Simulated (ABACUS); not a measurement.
## PbF2 (Fluorocronite) under changes of volume

One of the cells (17.354 Å³/atom); the others are scaled copies at fixed shape and fractional positions:

```
Pb F
1.0
     0.00000    2.96366    2.96366
     2.96366    0.00000    2.96366
     2.96366    2.96366    0.00000
Pb F
1 2
Direct
  0.00000 0.00000 0.00000
  0.75000 0.75000 0.75000
  0.25000 0.25000 0.25000
```

```yaml
Program: ABACUS 3.10.1
Functional: PBE
Potentials_or_basis: PseudoDojo NC SR 0.4.1 PBE standard
Cutoff: 1361 eV
Density_cutoff: 5442 eV
Basis: TZDP LCAO (the cutoffs set its grid)
k_mesh: 8 × 8 × 8
Occupations: fermi-dirac, width 0.05 eV
Spin: no spin polarisation
```

```csv
volume (Å³/atom),energy over the lowest point (meV/atom),pressure (GPa),gap on the mesh (eV)
16.313,41.31,8.5,4.40
16.660,25.21,6.4,4.41
17.007,13.46,4.5,4.42
17.354,5.66,2.8,4.42
17.701,1.28,1.3,4.42
18.048,0.00,-0.1,4.42
18.395,?,?,?
```

**Question.** What does the run at 18.395 Å³/atom give?

**Answer.** Energy over the lowest point 1.56 meV/atom; pressure -1.3 GPa; gap on the mesh 4.41 eV.

Worked out: A Birch-Murnaghan fit of order 3 (a polynomial in V^(-2/3)) to the other rows has its minimum at 18.03 Å³/atom with B0 = V·E''(V) = 66 GPa and B' = 5.1. It gives 1.45 meV/atom at 18.395 Å³/atom, against the run's 1.56, and -dE/dV = -1.3 GPa, against -1.3. A straight line through the other rows of the gap, of slope 0.185 eV per unit of ln V, extrapolates to 4.43 eV, against the run's 4.41.

Energies are extrapolated to zero smearing.

Caveats: the atomic orbitals were generated for these runs and aren't a published set; spin-orbit coupling is left out, which as a rule narrows the gap of such compounds by several tenths of an eV; the basis of atomic orbitals isn't converged, which shifts pressures, moduli and gaps.

A mesh can miss the band edges.
